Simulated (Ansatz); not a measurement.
Ru:

```
Ru
1.0
     2.70580    0.00000    0.00000
    -1.35290    2.34329    0.00000
     0.00000    0.00000    4.28190
Ru
2
Direct
  0.66667 0.33333 0.75000
  0.33333 0.66667 0.25000
```

* Program: Ansatz 0.2.0
* Task: relaxation of cell and atoms
* Functional: PBEsol0
* Potentials or basis: Ansatz PAW
* Cutoff: 420 eV (not typed: the program's choice for these potentials)
* k mesh: 6 × 6 × 3
* Occupations: fermi-dirac, width 0.05 eV
* Spin: no spin polarisation

At the start: volume 13.57 Å³/atom.

**Question.** How do energy, volume and symmetry change on relaxing?

**Answer.** It ends after 7 steps and the volume is 12.96 Å³/atom (-4.5 %); space group P6_3/mmc (No. 194, to 0.05 Å).

Step by step:
```csv
step,energy change (eV),largest force (eV/Å),volume (Å³)
1,0.0000,0.0000,27.15
2,-0.0742,0.0000,26.04
3,-0.0752,0.0000,25.90
4,-0.0752,0.0000,25.91
5,-0.0747,0.0000,25.91
6,-0.0747,0.0000,25.92
7,-0.0747,0.0000,25.92
```

Final structure:
```cif
data_structure
_symmetry_space_group_name_H-M 'P 1'
_symmetry_Int_Tables_number 1
_cell_length_a 2.6772
_cell_length_b 2.6772
_cell_length_c 4.1755
_cell_angle_alpha 90.000
_cell_angle_beta 90.000
_cell_angle_gamma 120.000
_cell_volume 25.92
loop_
_atom_site_label
_atom_site_type_symbol
_atom_site_fract_x
_atom_site_fract_y
_atom_site_fract_z
_atom_site_occupancy
Ru1 Ru 0.66667 0.33333 0.75000 1
Ru2 Ru 0.33333 0.66667 0.25000 1
```

Caveat: the k mesh is coarse (spacing up to 0.49 Å⁻¹), so the values aren't converged, least of all with exact exchange; the plane-wave basis is chosen anew once the cell has moved, so the energies of steps on either side of that aren't comparable; the PAW data sets come from PBE, with cores solved anew for the run's functional, which leaves a small shift of forces and pressure.
